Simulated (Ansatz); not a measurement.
Computed with Ansatz on PBE0-D4/def2-TZVP structures; ΔE is electronic, products minus reactants. CCSD(T)/CBS adds triple-zeta CCSD(T) − MP2 to the extrapolated MP2 energy (def2 sets, frozen cores). Functionals use def2-TZVPP. B3LYP here is the variant with VWN-RPA as its local correlation; programs differ in this. Each species was taken in one conformer, which may not be the lowest.

Consider the isomerisation: `CC1CO1` → `CCC=O`.

`CC1CO1`:

Cartesian coordinates in Å:
```
C -0.696 -1.016 0.206
C -0.281 0.321 -0.321
C 0.967 0.961 0.081
O 0.842 0.343 -1.190
H 0.177 -1.594 0.513
H -1.360 -0.900 1.066
H -1.231 -1.583 -0.559
H -1.091 0.973 -0.646
H 1.620 0.450 0.784
H 1.053 2.045 0.065
```

`CCC=O`:

Cartesian coordinates in Å:
```
C 0.400 0.958 0.516
C -0.526 -0.218 0.230
C -0.033 -1.039 -0.923
O -0.678 -1.326 -1.893
H 0.076 1.499 1.407
H 1.427 0.622 0.687
H 0.413 1.661 -0.319
H -1.547 0.105 0.019
H -0.554 -0.881 1.104
H 1.023 -1.382 -0.829
```

```json
{"level": "B3LYP", "ΔE (kJ/mol)": "-94.9"}
{"level": "LC-ωPBE", "ΔE (kJ/mol)": "-72.9"}
```

Task: What does CCSD(T)/CBS give? (An estimate is asked.)

Result: Ansatz gave: -88.0 kJ/mol. The listed levels differ from it by -6.9, 15.1 kJ/mol.

Largest T1 diagnostic among the species: 0.013.

Leaving LDA and LC-ωPBE aside and taking each functional with its dispersion term where it has one, the values, not all of them listed here, spread over 20.4 kJ/mol, from BLYP-D4 to HSE06-D4. LDA lies +14.9 kJ/mol from PBE without D4. At CCSD(T), def2-SVP lies −13.4 kJ/mol from the extrapolated value and def2-TZVPP −1.4 kJ/mol.

CCSD(T)/CBS has its own doubt, a few kJ/mol and more with outer-core shells, so smaller differences from it don't rank the levels.
